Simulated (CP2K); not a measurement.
The system is BN.

```
N B
1.0
     2.56397    0.00000    0.00000
     1.28199    2.22046    0.00000
     1.28199    0.74015    2.09347
N B
1 1
Direct
  0.25000 0.25000 0.25000
  0.00000 0.00000 0.00000
```

The cell is a database's computed one.

Base run:

```yaml
Program: CP2K 2026.2
Functional: PBE
Potentials_or_basis: POTENTIAL_UZH N GTH-PBE-q5, B GTH-PBE-q3; DZVP-MOLOPT-PBE-GTH basis
Density_cutoff: 6803 eV
k_mesh: 13 × 13 × 13
Occupations: fermi-dirac, width 0.05 eV
Spin: no spin polarisation
```

Its results: band gap on the k mesh 4.62 eV, indirect (least direct gap 8.74 eV); pressure 0.5 GPa.

Problem. The run is repeated on the same cell with these changes: potentials or basis from POTENTIAL_UZH N GTH-PBE-q5, B GTH-PBE-q3; DZVP-MOLOPT-PBE-GTH basis to POTENTIAL_UZH N GTH-PBE-q5, B GTH-PBE-q3; ccGRB-D basis; basis sets from N DZVP-MOLOPT-PBE-GTH-q5, B DZVP-MOLOPT-PBE-GTH-q3 to N ccGRB-D-q5, B ccGRB-D-q3. What comes out?

Solution. Band gap on the k mesh 4.58 eV, indirect (least direct gap 8.81 eV); pressure 3.5 GPa.

Caveats: an odd mesh through Γ misses points on the zone boundary, where band edges often lie; the basis of atomic orbitals isn't converged, which shifts pressures, moduli and gaps.
